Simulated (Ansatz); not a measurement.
**GeSe (Pnma): relaxation of cell and ions in Python**

What cell does GeSe (Pnma) relax to? The task is a relaxation of cell and ions, for GeSe (Pnma).

All numbers are computed with Ansatz 0.2.0, driven from Python. Level of theory: DFT PBE, plane waves, PAW.

## 1. The structure

Symmetry: Pnma, No. 62, orthorhombic system. Conventional cell: a = 10.790 Å, b = 3.820 Å, c = 4.380 Å, α = 90.00°, β = 90.00°, γ = 90.00°. Ge (site symmetry m) is surrounded by 3 Se at 2.54 to 2.58 Å. Se (site symmetry m) is surrounded by 3 Ge at 2.54 to 2.58 Å.

The script reads gese.cif:

```cif
data_GeSe
_cell_length_a 10.790000
_cell_length_b 3.820000
_cell_length_c 4.380000
_cell_angle_alpha 90.00000
_cell_angle_beta 90.00000
_cell_angle_gamma 90.00000
_symmetry_space_group_name_H-M 'P 1'
_symmetry_Int_Tables_number 1
loop_
_symmetry_equiv_pos_as_xyz
'x, y, z'
loop_
_atom_site_label
_atom_site_type_symbol
_atom_site_fract_x
_atom_site_fract_y
_atom_site_fract_z
Ge1 Ge    0.121000    0.750000    0.894000
Ge2 Ge    0.621000    0.750000    0.606000
Ge3 Ge    0.379000    0.250000    0.394000
Ge4 Ge    0.879000    0.250000    0.106000
Se5 Se    0.852000    0.750000    0.497000
Se6 Se    0.352000    0.750000    0.003000
Se7 Se    0.648000    0.250000    0.997000
Se8 Se    0.148000    0.250000    0.503000
```

## 2. The code

gese.py reads:

```python
"""Cell relaxation of GeSe."""

import json
import logging
import sys
import warnings

import ansatz
from ase.io import read
import numpy as np
from pymatgen.core import Structure
from scipy.ndimage import map_coordinates

logging.basicConfig(stream=sys.stdout, format="%(name)s: %(message)s")
logger = logging.getLogger("calc")
logger.setLevel(logging.INFO)

def edges_and_angles(cell):
    cell = np.asarray(cell)
    a, b, c = np.linalg.norm(cell, axis=1)
    cosines = cell[1] @ cell[2] / (b * c), cell[0] @ cell[2] / (a * c), cell[0] @ cell[1] / (a * b)
    return (a, b, c, *np.degrees(np.arccos(cosines)))

warnings.simplefilter("ignore", ansatz.DeckWarning)

atoms = read("gese.cif")
system = ansatz.Crystal.from_ase(atoms)

# every cell quantity that the symmetry leaves free
job = (
    system.calculation()
    .occupations("fixed")
    .functional("pbe")
    .scf(tolerance=1e-10)
    .kpoints(2, 6, 6)
    .relax(force_tolerance=0.02, cell=True)
    .density()
    .density_of_states(energy_step=0.1, method="tetrahedron", nscf_kmesh_spacing=0.2)
    .band_table()
)
out = job.run(events_out="events.ndjson")
with open("events.ndjson") as stream:
    events = [json.loads(line) for line in stream]
steps = [e["data"] for e in events if e["event"] == "relax_step"]
summary = out.report
logger.info("step   energy (eV)     max comp. (eV/A)   P (GPa)  SCF")
for s in steps:
    logger.info(f"{s['step']:4d} {s['lagrangian_ev']:15.5f} {s['allowed_force_max_ev_ang']:12.4f} {s['pressure_gpa']:10.3f} {s['n_scf']:5d}")

first, last = steps[0], steps[-1]
symbols = [site.symbol for site in out.lattice.sites]
logger.info(f"energy gained {first['lagrangian_ev'] - last['lagrangian_ev']:.4f} eV in {len(steps) - 1} steps")
for label, vectors in (("before", first["cell_ang"]), ("after", out.lattice.cell_ang)):
    print(label, "a b c (A) {:.4f} {:.4f} {:.4f}  angles {:.2f} {:.2f} {:.2f}".format(*edges_and_angles(vectors)), f" V = {abs(np.linalg.det(vectors)):.3f} A^3")
print("final stress xx yy zz (GPa, compression positive):", np.round(np.diag(summary["stress_gpa"]), 3) + 0.0)

logger.info("atom   start x y z (A)              end x y z (A)")
for symbol, a, b in zip(symbols, first["positions_ang"], last["positions_ang"]):
    print(f"{symbol:3s}", " ".join(f"{v:8.4f}" for v in a), "  ", " ".join(f"{v:8.4f}" for v in b))

change = np.array(last["positions_ang"]) @ np.linalg.inv(last["cell_ang"]) - np.array(first["positions_ang"]) @ np.linalg.inv(first["cell_ang"])
moved = np.linalg.norm(change @ np.array(last["cell_ang"]), axis=1)
print("displacement within the cell, strain taken out (A):", " ".join(f"{s}:{d:.3f}" for s, d in zip(symbols, moved)))

for key in ("converged", "n_iterations", "n_electrons", "n_kpoints", "n_pw", "n_symmetry_ops", "free_energy_ev", "fermi_energy_ev"):
    logger.info(f"{key:18s} {summary[key]}")

final = Structure(out.lattice.cell_ang, [s.symbol for s in out.lattice.sites], [s.position_frac for s in out.lattice.sites])
# the grid holds the pseudo-density, which differs from the true one inside the cores
rho = out.density()
total = sum(channel.density_e_per_ang3 for channel in rho.channels[:2])
grid_cell = np.asarray(rho.fft_grid_basis) @ out.lattice.cell_ang
partner = min(final.get_neighbors(final[0], 5.0), key=lambda n: n.nn_distance)
line = np.linspace(final[0].coords, partner.coords, 9)
points = (line @ np.linalg.inv(grid_cell)) * rho.dims
values = map_coordinates(total, points.T, order=3, mode="grid-wrap")
logger.info(f"from {final[0].specie} to {partner.specie}, {partner.nn_distance:.3f} A")
for t, value in zip(np.linspace(0, partner.nn_distance, 9), values):
    logger.info(f"{t:7.3f} A  {value:9.4f} e/A^3")

dos = out.density_of_states()
energy = np.asarray(dos.energies_ev) - dos.fermi_ev
top = min(levels[-1] for levels in summary["eigenvalues_ev"]) - dos.fermi_ev  # the computed bands end here
for spin, channel in enumerate(dos.channels):
    g = np.asarray(channel.g_bin_mean_per_ev)
    peak = np.where(np.abs(energy) < 8, g, 0).argmax()
    logger.info(f"channel {spin}: g(E_F) = {np.interp(0.0, energy, g):.3f} states/eV, highest peak within 8 eV {g[peak]:.2f} at {energy[peak]:.2f} eV")
grid = np.arange(-6, min(8, top), 0.5)
columns = [grid] + [np.interp(grid, energy, ch.g_bin_mean_per_ev) for ch in dos.channels]
np.savetxt("dos_gese.dat", np.column_stack(columns), fmt="%.3f", header="E-EF (eV), states/eV by channel")
```

## 3. Running it

Started as:

```
> python gese.py
```

**Question.** What results will this script give? Wanted: free energy; moves of the relaxation; energy gained; last largest force component; relaxed conventional cell; space group at the end.

**Answer**, as computed:

| quantity | value |
| --- | --- |
| free energy | -39058.0524 eV (-4882.2566 eV/atom) |
| moves of the relaxation | 7 |
| energy gained (ahead of the last change of basis) | 17.2 meV/atom |
| last largest force component | 0.0008 eV/Å |
| relaxed conventional cell | a = 11.307 Å, b = 3.891 Å, c = 4.510 Å, α = 90.00°, β = 90.00°, γ = 90.00° |
| space group at the end | Pnma |

In words: Over 7 moves the cell grew by 9.9 % in volume, and the space group stayed Pnma. What to keep in mind:
- With fixed filling the reported Fermi level is the top filled level among the k-points of the SCF.
- The zero of the levels is a convention of the potentials, so an absolute Fermi energy is no work function.
- Energies along a relaxation are free energies. Rows at an unchanged volume are solved on a plane-wave basis chosen afresh for that cell, so the energy jumps there and such rows are no steps of the walk.
- The crystal has a gap of about 0.86 eV on the mesh; bins of finite width blur the band edges.
- Grid values close to the nuclei reflect the PAW or pseudopotential construction, not the all-electron fields.
- The computed bands are complete only to about 3.7 eV above the Fermi level; beyond that the density of states is undercounted.
